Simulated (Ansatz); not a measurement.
PbI₂ built on the CdI2 prototype, relaxed with r2SCAN+rVV10: the symmetry is P-3m1 (No. 164, trigonal); a = 4.564 Å, c = 7.048 Å in the conventional setting, 42.38 Å³ an atom. Pb has 6 I at 3.24 Å; I has 3 Pb at 3.24 Å. One-shot G0W0@PBE in the plane-wave code Ansatz on a 6×6×2 mesh (contour deformation, no spin-orbit coupling), from a PBE gap of 2.230 eV over the mesh points (the G0W0 gap is direct on the mesh); the number N of bands summed and the screening cutoff rise together. No spin polarisation and no zero-point or thermal motion.

| N | cutoff (eV) | 1000/N | G0W0 gap (eV) |
| --- | --- | --- | --- |
| 312 | 100 | 3.205 | 3.123 |
| 721 | 180 | 1.387 | 3.222 |

Task: Lay a straight line in 1000/N through these rows.

Result: The slope is -0.0545 eV per unit of 1000/N and the intercept 3.298 eV.

Task: Predict the gap at N = 1376 (260 eV).

Result: 3.298 + (-0.0545) × 0.727 = 3.258 eV; the run gives 3.258 eV, 0.000 eV from the line.

Task: With that run's result added, what limit do the last two rows suggest?

Result: Their slope is (3.258 − 3.222)/(0.727 − 1.387) = -0.0545, which meets 1/N = 0 at 3.30 eV, against 3.298 eV from the first line. The two lines nearly agree; the k mesh isn't extrapolated.

Spin-orbit coupling is left out; in compounds of Pb, Bi, Tl or Hg it can lower a gap by up to about 1 eV, split its edges or invert the bands.
